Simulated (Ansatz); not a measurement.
# The perfect armchair MoS2 nanoribbon (N = 7, bare edges), part 2 of 4

Aim: is the armchair MoS2 nanoribbon (N = 7, bare edges) a metal or a semiconductor?

Ansatz 0.2.0; DFT PBE, plane waves, PAW; relaxation of a wire's period (the session's first sound run).

So far. Step 2 (Relaxing the period): The cell's length comes to 5.459 Å with no moment.

## (3) Bands of the perfect wire

This step: DFT PBE, plane waves, PAW; bands of a perfect wire (Ansatz 0.2.0).

At the relaxed period the bands are computed along the axis; those that cross an energy going forward count the channels that a perfect wire would open there.

Input file input.yaml:

```yaml
crystal:
  lattice:
    - [16.54, 0.0, 0.0]
    - [0.0, 10.12, 0.0]
    - [0.0, 0.0, 5.4594152463]
  atoms:
    - { symbol: Mo, position: [0.221496523, 0.5, 0.020939996] }
    - { symbol: Mo, position: [0.403448199, 0.5, 0.99483039] }
    - { symbol: Mo, position: [0.596551801, 0.5, 0.99483039] }
    - { symbol: Mo, position: [0.778503477, 0.5, 0.020939996] }
    - { symbol: S, position: [0.205970896, 0.653640632, 0.324734431] }
    - { symbol: S, position: [0.205970896, 0.346359368, 0.324734431] }
    - { symbol: S, position: [0.401684927, 0.652028612, 0.334633659] }
    - { symbol: S, position: [0.401684927, 0.347971388, 0.334633659] }
    - { symbol: S, position: [0.598315073, 0.652028612, 0.334633659] }
    - { symbol: S, position: [0.598315073, 0.347971388, 0.334633659] }
    - { symbol: S, position: [0.794029104, 0.653640632, 0.324734431] }
    - { symbol: S, position: [0.794029104, 0.346359368, 0.324734431] }
    - { symbol: Mo, position: [0.302434809, 0.5, 0.507786219] }
    - { symbol: Mo, position: [0.5, 0.5, 0.499839377] }
    - { symbol: Mo, position: [0.697565191, 0.5, 0.507786219] }
    - { symbol: S, position: [0.308079374, 0.657834227, 0.828958977] }
    - { symbol: S, position: [0.308079374, 0.342165773, 0.828958977] }
    - { symbol: S, position: [0.5, 0.654957416, 0.833202904] }
    - { symbol: S, position: [0.5, 0.345042584, 0.833202904] }
    - { symbol: S, position: [0.691920626, 0.657834227, 0.828958977] }
    - { symbol: S, position: [0.691920626, 0.342165773, 0.828958977] }
kpoints:
  mp_grid: { grid: [1, 1, 15] }
  band_path: { path: ["Γ", Z], npoints: 50 }
scf:
  occupations: { method: fermi_dirac, width: 0.05 }
hamiltonian:
  xc: pbe
output:
  dos: { e_range: [-5, 4] }
  write_potential: true
  write_density: true
  volumetric_format: npy
  elf: true
```

Launch:

```console
> ansatz run input.yaml --threads 4 --pin off --max-ram 16384MiB --backend cpu --events-out ev --progress --plain --runs-dir out
```

Numbers of over 12 decimals in the logs are rounded to 6 here.

The log of the run:

```text
[...]
Crystal: 21 atoms, lattice volume = 913.823 Å³
Basis set: ecut = 420 eV, 17837 PW (Γ)
Bands: 112, of which v1, the nominal top of the filled ones, is band 91 counted from 1 (90 counted from 0)
Symmetry: 4 space group operations
[...]
k-points: 8 of 15 (time reversal used)
[...]
SCF iter   1: F=—  HF=-47331.921400 eV  |F-HF|=—  |Δ(HF+E_count)|=         —  Δρ=8.89e-3  dr2=9.18e-1  ethr=1.77e-3  ⟨swp⟩=7.6  Hψ=3863  notcnv=0  defer=15
[...]
SCF iter  13: F=-47331.831503 eV  HF=-47331.831503 eV  |F-HF|=2.42e-8  |Δ(HF+E_count)|=   1.70e-8  Δρ=1.10e-6  dr2=3.36e-8  ethr=5.49e-11  ⟨swp⟩=9.0  Hψ=3044  notcnv=0
SCF 1 converged in 13 iterations: F = -47331.831503 eV  dr2 = 3.36e-8
[...]
NSCF: frozen V_eff on 51 k-points
WARN: The output density's exchange-correlation potential varies sharply where the density is thin. Do not read a vacuum level from v_tot or v_xc, or from such a field of the output density. On a cell that repeats whose density bears no net charge and no dipole along the vacuum's axis use v_es (v_loc + v_h of the components); under efield.dipole_correction with no amplitude use v_es + v_field, which holds any externa [...]
SCF converged after 13 iterations
Free energy (F): -47331.831503 eV
[...]
Internal energy: -47331.825292 eV  (E = F + TS)
E sigma→0 (E₀):  -47331.828397 eV
Entropy (-TS):   -0.006211 eV (-0.296 meV/atom)
Fermi energy:    1.374896 eV
[...]
--- Band table (eV; the first three rows and the last of 8) ---
  k-point 0: bands = [... 87 lower, 0.7759, 0.8259, 0.9893, 1.1884, 1.6461, 1.6792, 1.6794, 1.7116, ... 17 higher]
  k-point 1: bands = [... 87 lower, 0.7729, 0.8346, 0.9899, 1.1673, 1.6594, 1.6735, 1.6999, 1.7144, ... 17 higher]
  k-point 2: bands = [... 87 lower, 0.7693, 0.8575, 0.9842, 1.1082, 1.6601, 1.7096, 1.7208, 1.7602, ... 17 higher]
  k-point 7: bands = [... 87 lower, 0.8073, 0.8930, 0.9155, 0.9512, 1.7181, 1.7338, 2.1347, 2.1734, ... 17 higher]
```

Wall time 2.5 min (4 threads of Arm Neoverse V2, shared host); peak memory 4.3 GiB.

Reading the cycles: dr2 is the Hartree energy of the density residual (eV), the measure of convergence; HF is the Harris–Foulkes estimate of the energy, which meets the free energy F at convergence.

Numbers from this step:

```yaml
energy_at_zero_smearing: -47331.8284 eV
band_gap_on_the_path_through_both_edges: 0.4576 eV
```

The electronic bands at the labelled points (eV, zero at the Fermi level; v1 is the highest filled band, c1 the lowest empty one):

| point | v4 | v3 | v2 | v1 | c1 | c2 | c3 | c4 |
| --- | --- | --- | --- | --- | --- | --- | --- | --- |
| Γ | -0.60 | -0.55 | -0.39 | -0.19 | 0.27 | 0.30 | 0.30 | 0.34 |
| halfway | -0.60 | -0.47 | -0.42 | -0.39 | 0.28 | 0.36 | 0.50 | 0.55 |
| Z | -0.57 | -0.48 | -0.46 | -0.42 | 0.35 | 0.36 | 0.77 | 0.81 |

Valence density in the cb plane at fractional x = 0.302, with atoms of Mo and S within 0.2 Å of it. It is the smooth field of the valence electrons, not physical close to the nuclei.

Ten steps, logarithmic in the rise over the least value, from '0' (0.0 e/Å³) to '9' (6.4 e/Å³), each cell a mean:
```
000000000000000
000000000000000
000000000000000
000000000000000
000000000011111
100000000123443
311111111245665
421112222356555
421222333456556
422223455556665
332235798754444
333336999853333
333236899854333
332224677655554
422223344456665
421122222456456
321111111356665
210011101234554
100000000012332
000000000000110
000000000000000
000000000000000
000000000000000
000000000000000
```
Columns run along c (5.5 Å), rows up along b (10.1 Å). Atoms in or near the plane, at fractional coordinates: Mo at (0.51, 0.50), S at (0.83, 0.66), S at (0.83, 0.34).

Electrostatic potential energy in the cb plane at fractional x = 0.302, with atoms of Mo and S within 0.2 Å of it. With pseudopotentials it is smooth inside the atoms' cores, unlike the true potential.

Values in eV, 24 rows by 15 columns, each cell a mean:
```
  7   7   7   7   7   7   7   7   7   7   7   7   7   7   7
  7   7   7   7   7   7   7   7   7   7   7   7   7   7   7
  7   7   7   7   7   7   7   7   7   7   7   7   7   7   7
  7   7   7   7   7   7   7   7   7   7   7   7   7   7   7
  6   7   7   7   7   7   7   7   7   6   6   6   5   5   6
  5   6   6   6   6   6   6   6   6   5   4   1  -2   0   3
  2   5   6   6   6   6   6   6   6   4  -4 -19 -28 -25  -9
 -2   4   5   5   5   5   5   5   4   1 -15 -35 -30 -34 -27
 -2   4   5   5   4   3   2   1   1  -1 -15 -35 -32 -35 -26
  0   3   4   4   3  -1  -9 -17 -15  -8  -7 -19 -29 -25 -10
  1   2   3   3   0 -13 -33 -40 -39 -30 -10  -3  -4  -3  -1
  0   1   2   2  -3 -23 -40 -40 -40 -39 -17  -2   1   1   0
  0   1   3   2  -2 -19 -39 -40 -40 -37 -14  -2   0   0   0
  1   3   4   4   1  -7 -22 -33 -31 -19  -7  -8 -13 -11  -3
 -1   3   5   5   3   1  -2  -5  -5  -3 -11 -30 -36 -34 -18
 -3   4   5   5   5   4   4   3   3   0 -17 -35 -28 -33 -29
  0   4   6   6   5   5   5   6   5   2 -10 -31 -35 -35 -20
  4   6   6   6   6   6   6   6   6   5   1  -7 -14 -11  -2
  6   6   7   7   7   7   7   7   6   6   5   4   3   4   5
  7   7   7   7   7   7   7   7   7   7   6   6   6   6   6
  7   7   7   7   7   7   7   7   7   7   7   7   7   7   7
  7   7   7   7   7   7   7   7   7   7   7   7   7   7   7
  7   7   7   7   7   7   7   7   7   7   7   7   7   7   7
  7   7   7   7   7   7   7   7   7   7   7   7   7   7   7
```
Columns run along c (5.5 Å; values clipped at the 3rd and 97th percentile), rows up along b (10.1 Å). Atoms in or near the plane, at fractional coordinates: Mo at (0.51, 0.50), S at (0.83, 0.66), S at (0.83, 0.34).

ELF in the cb plane at fractional x = 0.302, with atoms of Mo and S within 0.2 Å of it. It is the smooth field of the valence electrons, not physical close to the nuclei.

Ten even steps from '0' (0.00) to '9' (0.93), each cell a mean:
```
000000000000000
000000000000000
000000000001220
000000000024553
200000000157886
500000000379998
610000001489999
720011112686248
720011112686138
621111233478778
432212677535655
344424756721222
333323767623333
422211466457776
621111122587468
720011112685027
720001101588678
610000000489999
400000000268998
100000000036775
000000000013432
000000000000110
000000000000000
000000000000000
```
Columns run along c (5.5 Å), rows up along b (10.1 Å). Atoms in or near the plane, at fractional coordinates: Mo at (0.51, 0.50), S at (0.83, 0.66), S at (0.83, 0.34).

The gap is 0.458 eV, with spin left out.

## (4) Levels at the same atoms, k-mesh 1×1×11

This step: DFT LDA, plane waves, PAW; bands of a perfect wire at the PBE geometry (Ansatz 0.2.0).

The atoms stay at the PBE geometry and the functional changes. At fixed atoms LDA and the gradient-corrected functionals usually give like bands; this run checks that. Against the first PBE run of this kind, the mesh along the wire has 11 points against 15.

Edit input.yaml of step 3 so:

```diff
@@ -28,3 +28,3 @@
 kpoints:
-  mp_grid: { grid: [1, 1, 15] }
+  mp_grid: { grid: [1, 1, 11] }
   band_path: { path: ["Γ", Z], npoints: 50 }
@@ -33,8 +33,2 @@
 hamiltonian:
-  xc: pbe
-output:
-  dos: { e_range: [-5, 4] }
-  write_potential: true
-  write_density: true
-  volumetric_format: npy
-  elf: true
+  xc: lda
```

The log of the run:

```text
[...]
Crystal: 21 atoms, lattice volume = 913.823 Å³
Basis set: ecut = 420 eV, 17837 PW (Γ)
Bands: 112, of which v1, the nominal top of the filled ones, is band 91 counted from 1 (90 counted from 0)
Symmetry: 4 space group operations
[...]
k-points: 6 of 11 (time reversal used)
[...]
SCF iter   1: F=—  HF=-46083.763114 eV  |F-HF|=—  |Δ(HF+E_count)|=         —  Δρ=9.00e-3  dr2=8.06e-1  ethr=1.77e-3  ⟨swp⟩=7.7  Hψ=2887  notcnv=0  defer=12
[...]
SCF iter  11: F=-46083.632399 eV  HF=-46083.632399 eV  |F-HF|=2.40e-8  |Δ(HF+E_count)|=   1.27e-7  Δρ=2.32e-6  dr2=7.08e-8  ethr=5.49e-11  ⟨swp⟩=10.0  Hψ=2247  notcnv=0
SCF 1 converged in 11 iterations: F = -46083.632399 eV  dr2 = 7.08e-8
[...]
SCF converged after 11 iterations
Free energy (F): -46083.632399 eV
[...]
Internal energy: -46083.622531 eV  (E = F + TS)
E sigma→0 (E₀):  -46083.627465 eV
Entropy (-TS):   -0.009868 eV (-0.470 meV/atom)
Fermi energy:    1.128700 eV
[...]
--- Band table (eV; the first three rows and the last of 6) ---
  k-point 0: bands = [... 87 lower, 0.5704, 0.6185, 0.7739, 0.9687, 1.3769, 1.4072, 1.4128, 1.4448, ... 17 higher]
  k-point 1: bands = [... 87 lower, 0.5658, 0.6355, 0.7745, 0.9317, 1.3998, 1.4036, 1.4468, 1.4477, ... 17 higher]
  k-point 2: bands = [... 87 lower, 0.5658, 0.6752, 0.7592, 0.8355, 1.3762, 1.4530, 1.5054, 1.5567, ... 17 higher]
  k-point 5: bands = [... 87 lower, 0.6036, 0.6898, 0.6988, 0.7374, 1.4381, 1.4565, 1.8735, 1.9150, ... 17 higher]
```

Elapsed: 2.2 min, on 4 threads; peak memory 4.1 GiB; 8.6 min of CPU time.

Numbers from this step:

* energy at zero smearing: -46083.6275 eV
* band gap on the path through both edges: 0.4025 eV

Electronic bands along the path, in eV, zero at the Fermi level; v1 is the highest filled band, c1 the lowest empty one:

| point | v4 | v3 | v2 | v1 | c1 | c2 | c3 | c4 |
| --- | --- | --- | --- | --- | --- | --- | --- | --- |
| Γ | -0.56 | -0.51 | -0.35 | -0.16 | 0.25 | 0.28 | 0.28 | 0.32 |
| halfway | -0.56 | -0.43 | -0.39 | -0.36 | 0.24 | 0.33 | 0.49 | 0.53 |
| Z | -0.52 | -0.44 | -0.43 | -0.39 | 0.31 | 0.33 | 0.76 | 0.80 |

The gap is 0.402 eV, against 0.458 eV under PBE at the relaxed period.

## (5) Levels at the same atoms, k-mesh 1×1×11 (run 2)

This step: DFT PBEsol, plane waves, PAW; bands of a perfect wire at the PBE geometry (Ansatz 0.2.0).

The atoms stay at the PBE geometry and the functional changes. At fixed atoms LDA and the gradient-corrected functionals usually give like bands; this run checks that. Against the first PBE run of this kind, the mesh along the wire has 11 points against 15.

Edit input.yaml of step 4 so:

```diff
@@ -33,2 +33,2 @@
 hamiltonian:
-  xc: lda
+  xc: pbesol
```

The log of the run:

```text
[...]
Crystal: 21 atoms, lattice volume = 913.823 Å³
Basis set: ecut = 420 eV, 17837 PW (Γ)
Bands: 112, of which v1, the nominal top of the filled ones, is band 91 counted from 1 (90 counted from 0)
Symmetry: 4 space group operations
[...]
k-points: 6 of 11 (time reversal used)
[...]
--- Band table (eV; the first three rows and the last of 6) ---
  k-point 0: bands = [... 87 lower, 0.7380, 0.7884, 0.9448, 1.1478, 1.5892, 1.6128, 1.6215, 1.6459, ... 17 higher]
  k-point 1: bands = [... 87 lower, 0.7330, 0.8046, 0.9445, 1.1075, 1.6015, 1.6177, 1.6505, 1.6616, ... 17 higher]
  k-point 2: bands = [... 87 lower, 0.7314, 0.8419, 0.9282, 1.0079, 1.5824, 1.6595, 1.7200, 1.7715, ... 17 higher]
  k-point 5: bands = [... 87 lower, 0.7679, 0.8564, 0.8663, 0.9024, 1.6478, 1.6660, 2.0831, 2.1259, ... 17 higher]
[key lines of the parts left out:]
SCF converged after 14 iterations
Free energy (F): -46681.999168 eV
Fermi energy:    1.321222 eV
```

Run time: 2.2 min. Hardware: 4 threads; peak memory 4.1 GiB; 8.8 min of CPU time.

The gap is 0.432 eV, against 0.458 eV under PBE at the relaxed period.

## (6) Another level of theory, cutoff 500 eV, k-mesh 1×1×11

This step: DFT r2SCAN, plane waves, PAW; bands of a perfect wire at the PBE geometry (Ansatz 0.2.0).

The atoms stay at the PBE geometry and the functional changes. r2SCAN also reads the kinetic-energy density; it often gives larger moments and wider gaps than PBE, at a higher cost. Against the first PBE run of this kind, the cutoff is 500 eV against 420 and the mesh along the wire has 11 points against 15.

Edit input.yaml of step 5 so:

```diff
@@ -33,2 +33,2 @@
 hamiltonian:
-  xc: pbesol
+  xc: r2scan
```

The log of the run:

```text
[...]
Crystal: 21 atoms, lattice volume = 913.823 Å³
Basis set: ecut = 500 eV, 23131 PW (Γ), exchange–correlation on 500×300×160 points (64 copies of the dense FFT grid, shifted against one another)
Bands: 112, of which v1, the nominal top of the filled ones, is band 91 counted from 1 (90 counted from 0)
Symmetry: 4 space group operations
[...]
k-points: 6 of 11 (time reversal used)
[...]
--- Band table (eV; the first three rows and the last of 6) ---
  k-point 0: bands = [... 87 lower, 0.5883, 0.6358, 0.8053, 1.0184, 1.6347, 1.6640, 1.6920, 1.7242, ... 17 higher]
  k-point 1: bands = [... 87 lower, 0.5834, 0.6510, 0.8043, 0.9760, 1.6623, 1.6843, 1.7013, 1.7316, ... 17 higher]
  k-point 2: bands = [... 87 lower, 0.5809, 0.6852, 0.7898, 0.8778, 1.6737, 1.7471, 1.7570, 1.8040, ... 17 higher]
  k-point 5: bands = [... 87 lower, 0.6175, 0.7079, 0.7431, 0.7751, 1.7424, 1.7647, 2.1043, 2.1248, ... 17 higher]
[key lines of the parts left out:]
SCF converged after 14 iterations
Free energy (F): -47466.455195 eV
Fermi energy:    1.293585 eV
```

Wall time 3.8 min (4 threads); peak memory 6.1 GiB.

The electronic bands at the labelled points (eV, zero at the Fermi level; v1 is the highest filled band, c1 the lowest empty one):

| point | v4 | v3 | v2 | v1 | c1 | c2 | c3 | c4 |
| --- | --- | --- | --- | --- | --- | --- | --- | --- |
| Γ | -0.71 | -0.66 | -0.49 | -0.28 | 0.34 | 0.37 | 0.40 | 0.43 |
| halfway | -0.71 | -0.59 | -0.52 | -0.49 | 0.38 | 0.47 | 0.56 | 0.61 |
| Z | -0.67 | -0.59 | -0.55 | -0.52 | 0.45 | 0.47 | 0.83 | 0.84 |

The gap is 0.616 eV, against 0.458 eV under PBE at the relaxed period.

## (7) The series together

Times are for 4 threads of Arm Neoverse V2, shared host. Results by setting:

| no. | level | band gap on the path through both edges (eV) | time | memory (GiB) |
| --- | --- | --- | --- | --- |
| 1 | LDA | 0.4025 | 2.2 min | 4.1 |
| 2 | PBEsol | 0.4317 | 2.2 min | 4.1 |
| 3 | r2SCAN | 0.6163 | 3.8 min | 6.1 |

## (8) Two-component spinors, k-mesh 1×1×10

This step: DFT PBE, plane waves, fully relativistic PAW; bands of a perfect wire with spin-orbit coupling (Ansatz 0.2.0).

Spin-orbit coupling mixes the spins and splits bands that cross or touch without it, so it can open or close channels. Fully relativistic datasets take the place of the scalar ones. Against the first PBE run of this kind, the mesh along the wire has 10 points against 15.

Edit input.yaml of step 6 so:

```diff
@@ -28,3 +28,3 @@
 kpoints:
-  mp_grid: { grid: [1, 1, 11] }
+  mp_grid: { grid: [1, 1, 10] }
   band_path: { path: ["Γ", Z], npoints: 50 }
@@ -33,2 +33,6 @@
 hamiltonian:
-  xc: r2scan
+  xc: pbe
+  pseudopotentials: { kind: paw_fr }
+magnetization:
+  noncollinear: true
+  spin_orbit: true
```

The log of the run:

```text
[...]
non-collinear run that drives no moment, with spin-orbit: no starting moment large enough to seed its density (crystal.atoms[].spin), no starting occupations that ask for one, no magnetisation constraint and no magnetic field, so the semilocal B_xc is pinned to zero
Crystal: 21 atoms, lattice volume = 913.823 Å³
Basis set: ecut = 420 eV, 17837 PW (Γ)
[...]
k-point 0: bands = [... 178 lower, 0.9911, 0.9911, 1.1915, 1.1915, 1.6461, 1.6461, 1.6731, 1.6731, ... 38 higher]
  k-point 1: bands = [... 178 lower, 0.9898, 0.9898, 1.1443, 1.1443, 1.6593, 1.6593, 1.6810, 1.6810, ... 38 higher]
  k-point 2: bands = [... 178 lower, 0.9699, 0.9699, 1.0347, 1.0347, 1.6500, 1.6500, 1.7248, 1.7248, ... 38 higher]
  k-point 5: bands = [... 178 lower, 0.9205, 0.9205, 0.9539, 0.9539, 1.7189, 1.7189, 1.7312, 1.7312, ... 38 higher]
[key lines of the parts left out:]
SCF converged after 17 iterations
Magnetization: |M| = 0.0000 μB,  M = (+0.0000, +0.0000, +0.0000) μB
Free energy (F): -47340.092176 eV
Fermi energy:    1.376048 eV
```

The job ended after 31 min (4 threads; peak memory 14 GiB; 2 h of CPU time).

Numbers from this step:

```yaml
energy_at_zero_smearing: -47340.0890 eV
band_gap_on_the_path_through_both_edges: 0.4546 eV
```

The electronic bands at the labelled points (eV, zero at the Fermi level; v1 is the highest filled band, c1 the lowest empty one):

| point | v4 | v3 | v2 | v1 | c1 | c2 | c3 | c4 |
| --- | --- | --- | --- | --- | --- | --- | --- | --- |
| Γ | -0.38 | -0.38 | -0.18 | -0.18 | 0.27 | 0.27 | 0.30 | 0.30 |
| halfway | -0.42 | -0.42 | -0.39 | -0.39 | 0.28 | 0.28 | 0.36 | 0.36 |
| Z | -0.46 | -0.46 | -0.42 | -0.42 | 0.34 | 0.34 | 0.36 | 0.36 |

The gap is 0.455 eV, against 0.458 eV under PBE at the relaxed period, with no moment.

(Continued in part 3 of 4.)

[Logs are printed without paths, hosts, clocks, repeated set-up lines and the standing remarks that a program may print on its own settings, such as how far it seeks lower states.]

[Hosts, paths, dates, database ids (printed as entryN), source tags and the programs' standing remarks are cut or masked in the printed files.]
